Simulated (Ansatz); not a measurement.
## Compressing Si$_{3}$N$_{4}$: a fit and a missing row

Si$_{3}$N$_{4}$, P6_3/m, a = 7.664 Å, c = 2.926 Å. The compound has several low-lying forms, and this is one of them. Ansatz: PBE, PAW, 420 eV, Γ-centred 6×6×8 mesh on 14 atoms, Gaussian smearing 0.02 eV; no spin polarisation. Shape and atoms are relaxed at each volume; pressure is positive in compression.

| V (Å³/atom) | P (GPa) |
| --- | --- |
| 9.356 | ? |
| 9.675 | 26.26 |
| 9.994 | 16.23 |
| 10.313 | 7.54 |
| 10.632 | 0.00 |
| 10.951 | -6.52 |
| 11.270 | -12.17 |
| 11.695 | -18.48 |

**Question.** Take V0 = 10.632 Å³/atom, fit the third-order Birch–Murnaghan form to the other rows, and predict the missing pressure.

**Answer.** With the Eulerian strain f = ½[(V0/V)^(2/3) − 1] and y = P/[3f(1 + 2f)^(5/2)], the form is the line y = B0 + 1.5 B0 (B0′ − 4) f. Rows (f, y): 0.03245, 230.5; 0.02106, 231.7; 0.01026, 232.8; -0.00976, 233.9; -0.01905, 234.7; -0.03078, 234.6. Means f = 0.0006967, y = 233.03; Σ(Δf)² = 0.003004, ΣΔfΔy = -0.2011; the slope is their ratio. y = 233.1 − 66.94 f GPa, so B0 = 233.1 GPa and B0′ = 4 + 2 × (-66.94)/(3 × 233.1) = 3.81. At V = 9.356, f = 0.04449, y = 230.12 and P = 38.01 GPa. The run gave 37.81 GPa, so the fit is 0.20 GPa too high, a small miss on the scale of the series.

Cost: 8 runs of about 24 core-minutes in all, on Intel Xeon Processor @ 2.50GHz (Skylake/Cascade Lake) (shared hosts).